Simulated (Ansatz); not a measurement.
input.yaml (Ansatz 0.2.0):

```yaml
crystal:
  lattice:
    - [4.7706847457, 0.0, 0.0]
    - [-2.3853423728, 4.1315341832, 0.0]
    - [0.0, 0.0, 7.7921184179]
  atoms:
    - { symbol: K, position: [0.3333333333, 0.6666666667, 0.75] }
    - { symbol: K, position: [0.6666666667, 0.3333333333, 0.25] }
basis:
  ecutwfc: 500
  ecutrho_ratio: 4
kpoints:
  mp_grid: { grid: [10, 10, 6] }
  band_path:
    path:
      - [[0.0, 0.0, 0.0], [0.5, 0.0, 0.0], [0.33333333, 0.33333333, 0.0], [0.0, 0.0, 0.0], [0.0, 0.0, 0.5], [0.5, 0.0, 0.5], [0.33333333, 0.33333333, 0.5], [0.0, 0.0, 0.5]]
      - [[0.5, 0.0, 0.5], [0.5, 0.0, 0.0]]
      - [[0.33333333, 0.33333333, 0.5], [0.33333333, 0.33333333, 0.0]]
    npoints: 14
hamiltonian:
  xc: r2scan
scf:
  occupations: { method: gaussian, width: 0.05 }
output:
  forces: true
  stress: true
  eigenvalues: true
  populations: true
  dos: { projected: true, de: 0.02, nscf_kmesh: { grid: [15, 15, 9] } }
  bader: true
```

At room temperature and ambient pressure K is bcc.

Problem. What will the run give?

Solution. Pressure 0.0 GPa, gap on the mesh zero (metallic) (r²SCAN, scalar-relativistic).

Output, machine lines left out:

```
Pseudopotentials: kind: paw
Pseudopotential: K, paw, valence charge 9, recommended cutoff 500 eV (meta_gga), K.paw.azcp
Crystal: 2 atoms, lattice volume = 153.585 Å³
Basis set: ecut = 500 eV, 3911 PW (Γ), exchange–correlation on 144×144×240 points (64 copies of the dense FFT grid, shifted against one another)
Bands: 13, of which v1, the nominal top of the filled ones, is band 9 counted from 1 (8 counted from 0)
Symmetry: 24 space group operations
Space group: P63/mmc (ITA 194), of the structure as read, at distance tolerance 5.4e-5 Å
k-points: 56 of 600
Initial density: superposition of atomic densities (neutral atoms: chi_scale 0, normalization atom), corrected by the library's trained network
Initial wavefunctions: pseudopotential atomic-orbital guess
Functional: x = r2scan, c = r2scan; τ floored in thin density (d = 2e-4 eV/Å³)
```

SCF trace (energy estimate counted from the last row):
```
iteration  ΔE (eV)  density residual (eV)
        1  9.3e-04                3.67e-3
        2  1.2e-03                1.39e-3
        3  4.3e-05                2.58e-4
        4  2.8e-05                7.59e-6
        5    0.000                1.77e-6
        6    0.000                2.75e-7
        7    0.000                1.52e-8
```

```
SCF 1 converged in 7 iterations: F = -3084.958869 eV  dr2 = 1.52e-8
NSCF: frozen V_eff on 129 k-points
NSCF: frozen V_eff on 135 k-points
SCF converged after 7 iterations
Free energy (F): -3084.958869 eV
E sigma→0 (E₀):  -3084.957936 eV
Entropy (-TS):   -0.001867 eV (-0.933 meV/atom)
Fermi energy:    1.610503 eV
--- Forces (eV/Å), atoms counted from 1 ---
  atom   1  K      0.00000000     0.00000000     0.00000000
  atom   2  K      0.00000000     0.00000000     0.00000000
--- Stress (GPa, compression-positive) ---
        0.030039       0.000000       0.000000
        0.000000       0.030039       0.000000
        0.000000       0.000000      -0.059132
  P = ⅓ Tr σ = 0.0003 GPa (0.003 kbar)
--- Löwdin populations: 2 sites ---
  site symbol       q [e]
     0      K      8.9586
     1      K      8.9586
--- Bader charges: 2 sites ---
  site symbol  charge [e]  shift [e] shared [e]
     0      K      0.1669     0.0000     0.0000
     1      K      0.1669     0.0000     0.0000
  maxima off the nuclei: 4, with 0.3338 electrons
  on the straight line to a nucleus their density falls by 1.8e-5 to 3.4e-3 of itself; PAW files or a low cutoff
  can make one that falls by little (a run on other files and one at a higher cutoff tell): if they did, read the shared
  charge, to which what the maxima have on the atom's side is counted
  estimated error of the sums over rays = 1.6e-4 e
```

Absolute energies hang on the potentials; compare differences alone.
